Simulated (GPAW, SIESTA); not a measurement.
Given: the input of a run of SIESTA 5.4.2 on Ge. This isn't the form of Ge at room conditions, which is diamond.

Ge.fdf

```
SystemName                      Ge
SystemLabel                     Ge
NumberOfSpecies                 1
NumberOfAtoms                   4
%block ChemicalSpeciesLabel
  1  32 Ge
%endblock ChemicalSpeciesLabel

LatticeConstant                 1.0 Ang
%block LatticeVectors
     4.0504045371     0.0000000000     0.0000000000
    -2.0252022685     3.5077532247     0.0000000000
     0.0000000000     0.0000000000    10.9933590000
%endblock LatticeVectors
AtomicCoordinatesFormat         Fractional
%block AtomicCoordinatesAndAtomicSpecies
     0.6666666667     0.3333333333     0.4148480000  1  Ge
     0.3333333333     0.6666666667     0.9148480000  1  Ge
     0.0000000000     0.0000000000     0.4774520000  1  Ge
     0.0000000000     0.0000000000     0.9774520000  1  Ge
%endblock AtomicCoordinatesAndAtomicSpecies

%block kgrid.MonkhorstPack
    8   0   0  0.0
    0   8   0  0.0
    0   0   3  0.0
%endblock kgrid.MonkhorstPack
XC.Functional                   GGA
XC.Authors                      PBEsol
PAO.BasisSize                   DZP
PAO.EnergyShift                 0.003 Ry
Mesh.Cutoff                     800 Ry
OccupationFunction              FD
ElectronicTemperature           0.05 eV
MaxSCFIterations                120
SCF.MustConverge                false
SCF.Mixer.Method                Pulay
SCF.Mixer.Weight                0.25
SCF.Mixer.History               8
SCF.DM.Tolerance                5.0e-05
SCF.H.Tolerance                 1.0e-03 eV
WriteForces                     true
Charge.Mulliken                 end
Charge.Hirshfeld                end
Charge.Voronoi                  end
SaveRho                         true
SaveElectrostaticPotential      true
%block PAO.Basis
  Ge 4
  n=4 0 2
    5.960 0.000
  n=4 1 2
    8.130 0.000
  n=3 2 2
    3.189 0.000
  n=4 2 1
    8.130
%endblock PAO.Basis
```

Potentials or basis: PseudoDojo 0.4 standard (PBEsol files), converted to PSML, two zetas on semicore shells, DZP (energy shift 0.003 Ry; two zetas on semicore shells).

The run is started by

```sh
$ siesta < Ge.fdf > Ge.out 2>&1
```

**Question.** What does the same run look like in GPAW 26.7.0 (ASE script)? Potentials or basis there: PAW data sets generated for this functional, cutoff 600 eV.

**Answer.** As run (cutoffs and basis follow the program's own potentials, and thresholds, step limits or extra output files can differ):

run.py

```python
from ase import Atoms
from ase.dft.bandgap import bandgap
from ase.io import write
from ase.units import Bohr, GPa
from gpaw import GPAW, PW, setup_paths
from gpaw.elf import elf_from_dft_calculation

setup_paths.insert(0, '.')

atoms = Atoms(['Ge', 'Ge', 'Ge', 'Ge'],
              cell=[[4.0504045371, 0.0, 0.0],
                    [-2.0252022685, 3.5077532247, 0.0],
                    [0.0, 0.0, 10.993359]],
              scaled_positions=[[0.6666666667, 0.3333333333, 0.414848],
                                [0.3333333333, 0.6666666667, 0.914848],
                                [0.0, 0.0, 0.477452],
                                [0.0, 0.0, 0.977452]],
              pbc=True)

calc = GPAW(mode=PW(600),
            xc='PBEsol',
            kpts={'size': (8, 8, 3), 'gamma': True},
            occupations={'name': 'fermi-dirac', 'width': 0.05},
            nbands=18,
            convergence={'density': 1e-05, 'energy': 1e-05},
            maxiter=150,
            txt='gpaw.txt')
atoms.calc = calc
energy = atoms.get_potential_energy()
forces = atoms.get_forces()
stress = atoms.get_stress()
calc.write('gs.gpw')
write('result.traj', atoms)
print(f'Energy: {energy:.6f} eV')
print('Forces (eV/A):')
print(forces.round(4))
print('Stress (GPa):', (stress / GPa).round(3))
print('Fermi level:', round(calc.get_fermi_level(), 4), 'eV')
print(f'Gap: {bandgap(calc)[0]:.4f} eV, direct: {bandgap(calc, direct=True)[0]:.4f} eV')

# fields on the real-space grid
write('density.cube', atoms, data=calc.get_pseudo_density() * Bohr**3)
write('potential.cube', atoms, data=calc.get_electrostatic_potential())
write('elf.cube', atoms, data=elf_from_dft_calculation(calc).data)
```

Potentials or basis: PAW data sets generated in the run's folder for this functional, pw.

Command:

```console
$ gpaw-setup -f PBEsol Ge
$ OMP_NUM_THREADS=1 python run.py
```

Both were run:

|  | SIESTA | GPAW |
| --- | --- | --- |
| Pressure | -1.2 GPa | -1.5 GPa |

The potentials hold 56 and 16 valence electrons a cell.

Pressure is positive in compression.
